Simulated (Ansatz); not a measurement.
# Mg (P6_3/mmc) in Ansatz: notebook

One crystal, Mg, is run at these levels: LDA; tasks: single point, equation of state.

All numbers are computed with Ansatz 0.2.0; they aren't measurements. Logs are shortened: lines on timing, memory, paths and dates and some standing lists are left out, and cuts for length are marked.

**1. The structure**

Symmetry: P6_3/mmc, No. 194, hexagonal system. The conventional cell has a = 3.209 Å, b = 3.209 Å, c = 5.210 Å, α = 90.00°, β = 90.00°, γ = 120.00°. Around Mg (site symmetry -6m2) lie 12 Mg at 3.20 to 3.21 Å.

**2. Single point, LDA, 21.84 Å³/atom (volume scaled by 0.94)**

File input.yaml:

```yaml
crystal:
  lattice:
    - [3.1437856987, 0.0, 0.0]
    - [-1.5718928494, 2.7225982792, 0.0]
    - [0.0, 0.0, 5.1039375022]
  atoms:
    - { symbol: Mg, position: [0.6666666667, 0.3333333333, 0.75] }
    - { symbol: Mg, position: [0.3333333333, 0.6666666667, 0.25] }
kpoints:
  mp_grid: { grid: [10, 10, 5] }
scf:
  occupations: { method: fermi_dirac, width: 0.05 }
hamiltonian:
  xc: lda
  pseudopotentials: { kind: all_electron, lapw: { basis_error: 0.001 } }
output:
  forces: true
  stress: true
  eigenvalues: true
```

Potentials or basis: all-electron LAPW, scalar-relativistic.

On the command line:

```console
ansatz run input.yaml --threads 1 --pin off --max-ram 3072MiB --backend cpu --events-out ev --progress --plain --runs-dir out
```

Log:

```text
Warning: RAYON_NUM_THREADS=1 ignored (pool sized by the plan → 1); use --threads N
LAPW: plane waves up to 5.411 Å⁻¹, error target 1.0e-3 eV per atom; small_component_spin mean_spin; Mg in spheres of 1.566 Å, 10 of its electrons in bands, Dirac shells [] (how accurate: hamiltonian.pseudopotentials.lapw.basis_error, Limitations)
Engine: ansatz 0.2.0, aarch64-unknown-linux-gnu
Pseudopotentials: kind: all_electron
Pseudopotential: Mg, LAPW, valence charge 10, lapw/all_electron/scalar/gaussian/Mg, Koelling and Harmon's equation, gaussian nucleus
Functional definition: SPW92
  exchange = slater_x
  correlation = pw_c
Crystal: 2 atoms, lattice volume = 43.686 Å³
Basis set: ecut = 111.56917653095408 eV, 111 PW (Γ), exchange–correlation at level 2
Bands: 14, of which v1, the nominal top of the filled ones, is band 10 counted from 1 (9 counted from 0)
Symmetry: 24 space group operations
Space group: P63/mmc (ITA 194), of the structure as read, at distance tolerance 3.5e-5 Å
k-points: 42 of 500
Non-local potential: Mg, projectors of the file, none
Initial density: superposition of atomic densities (chi_scale 0.1, normalization cell)
Initial wavefunctions: plane waves of lowest kinetic energy (no species holds an atomic orbital)
Functional: x = slater, c = lda
iter 1 solved again at ethr=9.65e-5 eV; its pass at ethr=1.00e-1 eV (dr2=1.93e-2 eV) is discarded
SCF iter   1: F=—  HF=-10858.499975 eV  |F-HF|=—  |Δ(HF+E_count)|=         —  Δρ=7.46e-3  dr2=1.94e-2  ethr=9.65e-5  ⟨swp⟩=3.2  Hψ=4443  notcnv=0
preconditioner: auto → none  [metal: Δε(μ)=0.071 eV  Ē_g=7.101 eV  σ=0.050 eV  W_gap=0.34  n_scr=8 (ndim 8)  ℏωp=11.2 eV  f_vac=0.000  D(μ)=1.47/eV (n_scr^D=10)  sad-step TF]
SCF iter   2: F=—  HF=-10858.482936 eV  |F-HF|=—  |Δ(HF+E_count)|=   1.70e-2  Δρ=4.81e-3  dr2=9.08e-3  ethr=9.65e-5  ⟨swp⟩=2.0  Hψ=1657  notcnv=0
iter 3 solved again at ethr=1.15e-6 eV; its pass at ethr=4.54e-5 eV (dr2=2.30e-4 eV) is discarded
SCF iter   3: F=—  HF=-10858.479006 eV  |F-HF|=—  |Δ(HF+E_count)|=   3.93e-3  Δρ=6.87e-4  dr2=2.29e-4  ethr=1.15e-6  ⟨swp⟩=2.0  Hψ=2853  notcnv=0
SCF iter   4: F=—  HF=-10858.478959 eV  |F-HF|=—  |Δ(HF+E_count)|=   4.69e-5  Δρ=1.59e-4  dr2=1.29e-5  ethr=1.15e-6  ⟨swp⟩=2.0  Hψ=1663  notcnv=0
SCF iter   5: F=—  HF=-10858.478957 eV  |F-HF|=—  |Δ(HF+E_count)|=   2.01e-6  Δρ=3.11e-5  dr2=4.78e-7  ethr=6.43e-8  ⟨swp⟩=2.0  Hψ=1663  notcnv=0
SCF iter   6: F=-10858.478957 eV  HF=-10858.478957 eV  |F-HF|=1.04e-9  |Δ(HF+E_count)|=   6.81e-8  Δρ=2.96e-6  dr2=4.17e-9  ethr=2.39e-9  ⟨swp⟩=2.2  Hψ=1672  notcnv=0
SCF 1 converged in 6 iterations: F = -10858.478957 eV  dr2 = 4.17e-9
SCF converged after 6 iterations
Free energy (F): -10858.478957 eV
Harris-Foulkes:  -10858.478957 eV  (|F-HF|=1.04e-9)
Internal energy: -10858.467375 eV  (E = F + TS)
E sigma→0 (E₀):  -10858.473166 eV
Entropy (-TS):   -0.011582 eV (-5.791 meV/atom)
Fermi energy:    5.636403 eV
--- Per-component energies (eV) ---
  E_band       = -712.254316
  E_kinetic    = 10860.225568
  E_xc         = -849.267427
  E_electrostatic = -20869.425517  (all electrons and nuclei)
  E_smearing   = -0.011582  (= −TS)
  E_closure    = 0.000000  (closes the sum)
  E_atoms      = -10854.956926  (free atoms, spherical and without spin; not in F)
  Σ components = -10858.478957   (vs F -10858.478957, Δ=0.00e0)
  Basis errors (estimates in eV, not in F): energy 2.5e-4 per atom: plane waves 2.5e-4 (1.3e-4 summed), levels above the bands 8.9e-48, relativity 2.4e-10, radial functions 3.7e-6, core shells 1.2e-14; eigenvalues (radial functions only) 6.6e-6; not estimated: angular momenta, meshes, grids; target (lapw.basis_error) 1.0e-3; muffin-tin radii Mg 1.566 Å
--- Forces (eV/Å), atoms counted from 1 ---
  atom   1  Mg     0.00000000    -0.00000000     0.00000000
  atom   2  Mg    -0.00000000     0.00000000     0.00000000
  max |Σ_I F_I| component: 1.73e-18 eV/Å
--- Stress (GPa, compression-positive) ---
       -0.711908      -0.000000       0.000000
       -0.000000      -0.711908       0.000000
        0.000000       0.000000       0.491925
  P = ⅓ Tr σ = -0.3106 GPa (-3.106 kbar)
--- Band table (eV; the first three rows and the last of 42) ---
  k-point 0: bands = ["-69.6545", "-69.6504", "-37.0927", "-37.0595", "-37.0595", "-37.0535", "-37.0535", "-37.0523", "-1.5264", "3.8872", "4.3316", "16.7936", "16.7936", "16.9375"]
  k-point 1: bands = ["-69.6541", "-69.6508", "-37.0889", "-37.0589", "-37.0589", "-37.0563", "-37.0541", "-37.0541", "-1.2943", "2.1080", "6.5063", "15.6506", "16.9697", "16.9697"]
  k-point 2: bands = ["-69.6531", "-69.6518", "-37.0789", "-37.0664", "-37.0574", "-37.0574", "-37.0556", "-37.0556", "-0.6023", "0.5380", "9.2607", "12.3578", "17.4099", "17.4099"]
  k-point 41: bands = ["-69.6497", "-69.6495", "-37.0855", "-37.0852", "-37.0773", "-37.0741", "-37.0617", "-37.0605", "4.6411", "5.5571", "6.4474", "6.7825", "7.8476", "8.0324"]
```

Wall time 2.4 s (1 thread of Arm Neoverse V2, shared host); peak memory 0.21 GiB.

Results:

| Property | Result |
| --- | --- |
| Free energy | -10858.4790 eV |
| Pressure | -0.3 GPa |
| Band gap on the k mesh | none (metal or under the smearing width) |

**3. Single point, LDA, 22.31 Å³/atom (volume scaled by 0.96)**

input.yaml: that of step 2 with these lines changed.

```diff
@@ -2,5 +2,5 @@
   lattice:
-    - [3.1437856987, 0.0, 0.0]
-    - [-1.5718928494, 2.7225982792, 0.0]
-    - [0.0, 0.0, 5.1039375022]
+    - [3.1659257641, 0.0, 0.0]
+    - [-1.582962882, 2.7417721382, 0.0]
+    - [0.0, 0.0, 5.1398819084]
   atoms:
```

Potentials or basis: all-electron LAPW, scalar-relativistic.

On the command line:

```console
ansatz run input.yaml --threads 1 --pin off --max-ram 3072MiB --backend cpu --events-out ev --progress --plain --runs-dir out
```

It took 2.4 s on 1 thread of Arm Neoverse V2, shared host; peak memory 0.21 GiB.

Results (log left out):

```yaml
Free_energy: -10858.4749 eV
Pressure: -1.1 GPa
Band_gap_on_the_k_mesh: none (metal or under the smearing width)
```

**4. Single point, LDA, 22.77 Å³/atom (volume scaled by 0.98)**

input.yaml: that of step 3 with these lines changed.

```diff
@@ -2,5 +2,5 @@
   lattice:
-    - [3.1659257641, 0.0, 0.0]
-    - [-1.582962882, 2.7417721382, 0.0]
-    - [0.0, 0.0, 5.1398819084]
+    - [3.1877604248, 0.0, 0.0]
+    - [-1.5938802124, 2.7606815091, 0.0]
+    - [0.0, 0.0, 5.17533049]
   atoms:
```

On the command line:

```console
ansatz run input.yaml --threads 1 --pin off --max-ram 3072MiB --backend cpu --events-out ev --progress --plain --runs-dir out
```

Run time: 2.5 s. Hardware: 1 thread of Arm Neoverse V2, shared host; peak memory 0.21 GiB.

It converged, with:

| Property | Result |
| --- | --- |
| Free energy | -10858.4666 eV |
| Pressure | -1.8 GPa |
| Band gap on the k mesh | none (metal or under the smearing width) |

**5. Single point, LDA, 23.24 Å³/atom**

input.yaml: that of step 4 with these lines changed.

```diff
@@ -2,5 +2,5 @@
   lattice:
-    - [3.1877604248, 0.0, 0.0]
-    - [-1.5938802124, 2.7606815091, 0.0]
-    - [0.0, 0.0, 5.17533049]
+    - [3.2093, 0.0, 0.0]
+    - [-1.60465, 2.7793353284, 0.0]
+    - [0.0, 0.0, 5.2103]
   atoms:
```

On the command line:

```console
ansatz run input.yaml --threads 1 --pin off --max-ram 3072MiB --backend cpu --events-out ev --progress --plain --runs-dir out
```

It took 2.5 s on 1 thread of Arm Neoverse V2, shared host; peak memory 0.2 GiB.

It converged, with:

* Free energy: -10858.4546 eV
* Pressure: -2.4 GPa
* Band gap on the k mesh: none (metal or under the smearing width)

**6. Single point, LDA, 23.70 Å³/atom (volume scaled by 1.02)**

input.yaml: that of step 5 with these lines changed.

```diff
@@ -2,5 +2,5 @@
   lattice:
-    - [3.2093, 0.0, 0.0]
-    - [-1.60465, 2.7793353284, 0.0]
-    - [0.0, 0.0, 5.2103]
+    - [3.2305542618, 0.0, 0.0]
+    - [-1.6152771309, 2.7977420591, 0.0]
+    - [0.0, 0.0, 5.2448063036]
   atoms:
```

Potentials or basis: all-electron LAPW, scalar-relativistic.

On the command line:

```console
ansatz run input.yaml --threads 1 --pin off --max-ram 3072MiB --backend cpu --events-out ev --progress --plain --runs-dir out
```

It took 2.4 s on 1 thread of Arm Neoverse V2, shared host; peak memory 0.2 GiB.

Results (log left out):

```
Free energy            : -10858.4392 eV
Pressure               : -2.9 GPa
Band gap on the k mesh : none (metal or under the smearing width)
```

**7. Single point, LDA, 24.17 Å³/atom (volume scaled by 1.04)**

input.yaml: that of step 6 with these lines changed.

```diff
@@ -2,5 +2,5 @@
   lattice:
-    - [3.2305542618, 0.0, 0.0]
-    - [-1.6152771309, 2.7977420591, 0.0]
-    - [0.0, 0.0, 5.2448063036]
+    - [3.2515324747, 0.0, 0.0]
+    - [-1.6257662373, 2.8159097243, 0.0]
+    - [0.0, 0.0, 5.2788644417]
   atoms:
```

On the command line:

```console
ansatz run input.yaml --threads 1 --pin off --max-ram 3072MiB --backend cpu --events-out ev --progress --plain --runs-dir out
```

It took 2.5 s on 1 thread of Arm Neoverse V2, shared host; peak memory 0.2 GiB.

The run converged. Its results:

```
Free energy            : -10858.4208 eV
Pressure               : -3.4 GPa
Band gap on the k mesh : none (metal or under the smearing width)
```

**8. Single point, LDA, 24.63 Å³/atom (volume scaled by 1.06)**

input.yaml: that of step 7 with these lines changed.

```diff
@@ -2,5 +2,5 @@
   lattice:
-    - [3.2515324747, 0.0, 0.0]
-    - [-1.6257662373, 2.8159097243, 0.0]
-    - [0.0, 0.0, 5.2788644417]
+    - [3.272243431, 0.0, 0.0]
+    - [-1.6361217155, 2.8338459386, 0.0]
+    - [0.0, 0.0, 5.3124886887]
   atoms:
```

On the command line:

```console
ansatz run input.yaml --threads 1 --pin off --max-ram 3072MiB --backend cpu --events-out ev --progress --plain --runs-dir out
```

It took 2.4 s on 1 thread of Arm Neoverse V2, shared host; peak memory 0.2 GiB.

Results (log left out):

* Free energy: -10858.3997 eV
* Pressure: -3.8 GPa
* Band gap on the k mesh: none (metal or under the smearing width)

**9. Equation of state, LDA**

Potentials or basis: all-electron LAPW, scalar-relativistic.

This step only gathers the single runs of the series.

Results:

```
Equilibrium volume                        : 21.66 Å³/atom (rough: see the caveat)
Bulk modulus at fixed shape and positions : 39 GPa (rough)
```

Energy against volume, from the lowest point:
| volume (Å³/atom) | energy (meV/atom) |
| --- | --- |
| 21.843 | 0.00 |
| 22.308 | 2.04 |
| 22.772 | 6.17 |
| 23.237 | 12.17 |
| 23.702 | 19.86 |
| 24.167 | 29.06 |
| 24.631 | 39.61 |

Caveat: the minimum lies outside the volumes run; the cell was scaled at fixed shape and fractional positions, which overstates the stiffness of a crystal with free parameters, most of all of layers and chains.
